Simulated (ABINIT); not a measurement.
The system is GaN.

```xyz
4
Lattice="3.1800 0.0000 0.0000 -1.5900 2.7540 0.0000 0.0000 0.0000 5.1660" Properties=species:S:1:pos:R:3 pbc="T T T"
Ga    1.5900    0.9180    2.5830
Ga    0.0000    1.8360    0.0000
N     1.5900    0.9180    4.5203
N     0.0000    1.8360    1.9373
```

```yaml
Program: ABINIT 10.8.3 (patched build)
Task: relaxation of cell and atoms
Functional: LDA
Potentials_or_basis: PseudoDojo NC SR LDA v0.4.1 standard
Cutoff: 1143 eV
k_mesh: 8 × 8 × 4
Occupations: fermi-dirac, width 0.05 eV
Spin: no spin polarisation
```

At the start: pressure -4.7 GPa; volume 11.31 Å³/atom.

**Question.** How do energy, volume and symmetry change on relaxing?

**Answer.** Over 9 steps the energy falls by 4.6 meV/atom and the volume is 11.04 Å³/atom (-2.4 %); space group P6_3mc (No. 186, to 0.05 Å).

Step by step:
```
step  energy change (eV)  largest force (eV/Å)  pressure (GPa)  volume (Å³)
   1              0.0000                0.1254           -4.73        45.24
   2             -0.0149                0.0738           -2.01        44.59
   3             -0.0182                0.0194            0.12        44.11
   4             -0.0182                0.0152            0.02        44.14
   5             -0.0183                0.0064           -0.03        44.15
   6             -0.0183                0.0013           -0.03        44.15
   7             -0.0183                0.0014           -0.01        44.14
   8             -0.0183                0.0009            0.00        44.14
   9             -0.0183                0.0002            0.00        44.14
```

Final structure:
```
Ga N
1.0
     3.15034    0.00000    0.00000
    -1.57517    2.72827    0.00000
     0.00000    0.00000    5.13568
Ga N
2 2
Direct
  0.66667 0.33333 0.49929
  0.33333 0.66667 0.99929
  0.66667 0.33333 0.87571
  0.33333 0.66667 0.37571
```
